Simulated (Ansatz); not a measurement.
GaP: pressure against volume

GaP, F-43m, a = 5.505 Å. Ansatz: PBE, PAW, 420 eV, Γ-centred 8×8×8 mesh on 2 atoms, Gaussian smearing 0.02 eV; no spin polarisation. Symmetry fixes shape and atoms, so the cell is only scaled; pressure is positive in compression.

| V (Å³/atom) | P (GPa) |
| --- | --- |
| 19.603 | ? |
| 20.229 | 2.56 |
| 20.854 | 0.04 |
| 21.480 | -2.09 |
| 22.106 | -3.89 |

Q: Take V0 = 20.854 Å³/atom, count pressures from its P0 = 0.04 GPa, fit the third-order Birch–Murnaghan form to the other rows, and predict the missing pressure.

A: With the Eulerian strain f = ½[(V0/V)^(2/3) − 1] and y = (P − P0)/[3f(1 + 2f)^(5/2)], the form is the line y = B0 + 1.5 B0 (B0′ − 4) f. Rows (f, y): 0.01025, 77.9; -0.00976, 76.4; -0.01906, 75.7. Means f = -0.006190, y = 76.667; Σ(Δf)² = 0.0004487, ΣΔfΔy = 0.03367; the slope is their ratio. y = 77.13 + 75.04 f GPa, so B0 = 77.1 GPa and B0′ = 4 + 2 × (75.04)/(3 × 77.13) = 4.65. At V = 19.603, f = 0.02105, y = 78.71 and P = 5.55 GPa. The run gave 5.52 GPa, so the fit is 0.03 GPa too high, a small miss on the scale of the series. The form still works here, 33 % of the fitted range beyond its end.